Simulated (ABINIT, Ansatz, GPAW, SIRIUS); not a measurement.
## One calculation of Zn, 4 ways

```
CELL_PARAMETERS angstrom
0.00000 1.96478 1.96478
1.96478 0.00000 1.96478
1.96478 1.96478 0.00000
ATOMIC_POSITIONS crystal
Zn 0.00000 0.00000 0.00000
```

This isn't the form of Zn at room conditions, which is hcp.

Alike in all runs: task single point; functional PBEsol; k mesh 12 × 12 × 12; occupations fermi-dirac, width 0.05 eV; no spin polarisation; no spin-orbit coupling. Pressure is positive in compression and, in plane waves, holds the error of the finite cutoff.

| program and potentials | plane-wave cutoff (eV) | notes | band gap (eV) | pressure (GPa) |
| --- | --- | --- | --- | --- |
| SIRIUS, PseudoDojo 0.4.1 PBEsol standard (scalar relativistic) | 1152 | 20 valence electrons an atom on average | no gap | -5.32 |
| ABINIT, PseudoDojo NC SR PBEsol v0.4.1 standard | 1143 | 20 valence electrons an atom on average | no gap | -5.32 |
| GPAW, PAW data sets generated for this functional | 600 | 12 valence electrons an atom on average | no gap | -5.39 |
| Ansatz, all-electron LAPW, scalar-relativistic | - | - | no gap | -5.17 |

None finds a gap. The pressure spans -5.39 (GPAW, PAW data sets generated for this functional) to -5.17 GPa (Ansatz, all-electron LAPW, scalar-relativistic), with all-electron results at -5.17.

Differences between rows come from potentials, basis sets and numerical settings, since the functional is the same but for its coding. Runs on potential files found faulty are left out.
